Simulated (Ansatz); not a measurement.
A run of Ansatz 0.2.0 is set up as follows.

The input input.yaml:

```yaml
crystal:
  lattice:
    - [-1.655654, 1.655654, 1.655654]
    - [1.655654, -1.655654, 1.655654]
    - [1.655654, 1.655654, -1.655654]
  atoms:
    - { symbol: Ag, position: [0.0, 0.0, 0.0] }
hamiltonian:
  xc: revpbe
  pseudopotentials: { kind: paw }
kpoints:
  mp_grid: { grid: [11, 11, 11] }
scf:
  occupations: { method: fermi_dirac, width: 0.05 }
output:
  forces: true
  stress: true
  eigenvalues: true
relax:
  f_tol: 0.01
  max_steps: 40
  cell: { stress_tol: 0.05 }
```

Potentials or basis: Ansatz PAW.

The run is started by

```console
$ ansatz run input.yaml --threads 2 --pin off --max-ram 5632MiB --backend cpu --events-out ev --progress --plain --runs-dir out
```

**Question.** Predict the space group after relaxing (to 0.05 Å).

**Answer.** Im-3m (No. 229).

**Question.** What does it give for the relaxed volume?

**Answer.** 18.58 Å³/atom.

**Question.** Estimate the relaxed cell.

**Answer.** a = 2.890 Å, b = 2.890 Å, c = 2.890 Å, α = 109.47°, β = 109.47°, γ = 109.47°.

Step by step:
| step | energy change (eV) | largest force (eV/Å) | volume (Å³) |
| --- | --- | --- | --- |
| 1 | 0.0000 | 0.0000 | 18.15 |
| 2 | -0.0013 | 0.0000 | 18.85 |
| 3 | -0.0023 | 0.0000 | 18.60 |
| 4 | -0.0023 | 0.0000 | 18.58 |
| 5 | -0.0025 | 0.0000 | 18.58 |

Caveat: the plane-wave basis is chosen anew once the cell has moved, so the energies of steps on either side of that aren't comparable; the PAW data sets come from PBE, with cores solved anew for the run's functional, which leaves a small shift of forces and pressure.
